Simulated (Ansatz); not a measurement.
Runs of Ansatz 0.2.0 on Au. Symmetry: Pm-3m, No. 221, cubic system. Conventional cell: a = 2.748 Å, b = 2.748 Å, c = 2.748 Å, α = 90.00°, β = 90.00°, γ = 90.00°. Around Au (site symmetry m-3m) lie 6 Au at 2.75 Å. The cell was built by a generator and needn't be a form met in nature.

| task | level | spin | cell | k mesh | cutoff (eV) | points for each segment of the path | gap on the mesh (eV) | pressure (GPa) |
| --- | --- | --- | --- | --- | --- | --- | --- | --- |
| band structure | r2SCAN | SOC, no magnetisation | as given | 7 × 7 × 7 | 500 | 14 | none | -5.1 |
| band structure | BLYP | off | as given | 10 × 10 × 10 | 420 | 14 | none | (a) |
| band structure | revPBE | off | as given | 10 × 10 × 10 | 420 | 14 | none | 2.6 |
| band structure | RPBE | off | as given | 10 × 10 × 10 | 420 | 14 | none | 3.6 |
| relaxation of cell and atoms | RPBE | off | relaxed | 10 × 10 × 10 | 420 | - | none | 0.0 |

Alike in all rows: potentials or basis Ansatz PAW; smearing fermi-dirac 0.05 eV.

Estimate the missing entries.

(a) 7.6.

Caveats: the PAW data sets come from PBE, with cores solved anew for the run's functional, which leaves a small shift of forces and pressure; spin-orbit coupling is left out, which moves the levels of the heavy elements (some runs); the plane-wave basis is chosen anew once the cell has moved, so the energies of steps on either side of that aren't comparable (some runs).

A k mesh can miss the band edges, and rows without SOC leave out spin-orbit coupling on Au.

A gap of «none» marks a metal or a gap under the smearing width.

Runs at the PBE level aren't shown here.
